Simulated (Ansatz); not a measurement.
# S: start and end of a relaxation

A trial structure of S was built thus: random cell by space group and Wyckoff sites (Cmmm, No. 65). Lengths were set from tabulated atomic sizes, so they are only a guess.

start.cif

```cif
data_structure
_symmetry_space_group_name_H-M 'P 1'
_symmetry_Int_Tables_number 1
_cell_length_a 3.8723
_cell_length_b 3.8723
_cell_length_c 3.2347
_cell_angle_alpha 90.000
_cell_angle_beta 90.000
_cell_angle_gamma 92.225
_cell_volume 48.47
loop_
_atom_site_label
_atom_site_type_symbol
_atom_site_fract_x
_atom_site_fract_y
_atom_site_fract_z
_atom_site_occupancy
S1 S 0.18879 0.81121 0.00000 1
S2 S 0.81121 0.18879 0.00000 1
```

Method: DFT PBE, scalar-relativistic, plane waves, PAW in Ansatz. Cutoff 420 eV, Gaussian smearing, Γ-centred meshes. Cell and atoms relax first on a coarse mesh and then on a finer one. In between, the cell is made exact in the group found at 0.06 Å. In metals the finer mesh still leaves noise of several meV/atom or more. The steps can't lower the symmetry of their start. No spin polarisation.

end.cif

```cif
data_structure
_symmetry_space_group_name_H-M 'P 1'
_symmetry_Int_Tables_number 1
_cell_length_a 4.1518
_cell_length_b 4.1518
_cell_length_c 3.0558
_cell_angle_alpha 90.000
_cell_angle_beta 90.000
_cell_angle_gamma 90.896
_cell_volume 52.67
loop_
_atom_site_label
_atom_site_type_symbol
_atom_site_fract_x
_atom_site_fract_y
_atom_site_fract_z
_atom_site_occupancy
S1 S 0.83877 0.16123 0.00000 1
S2 S 0.16123 0.83877 0.00000 1
```

The symmetry stays Cmmm (No. 65). The volume per atom grows by 8.7 %, from 24.2 to 26.3 Å³. The shortest distance goes from 2.11 Å (S–S) to 1.91 Å (S–S). The energy falls by about 0.23 eV/atom (the start's value is from the coarse mesh). The end is written in a standard setting, so origin, axes and order of atoms can differ from the start's.

| Item | Value |
| --- | --- |
| Volume per atom | 26.3 Å³ |
| Density | 2.0 g/cm³ |
| Energy over the standard state | +0.29 eV/atom |
| Gap on the 14×14×18 mesh of the 2-atom cell | 0 eV (a metal) |

Energies count from the standard state of S at the same level. It lies above the standard state, so it could only be metastable.

The last run used Gaussian smearing of 0.10 eV. Weakly bound directions are ill-defined at this level, which has no dispersion term. The cell is a metal run without spin; a magnetic state may lie lower. The reference form of S is held partly by dispersion forces, which this level lacks. Symmetry constrained the relaxation, so the result can be a saddle point. In all, the 3 runs took 5.7 min on 1 thread of Arm Neoverse N1, with other jobs on the host.
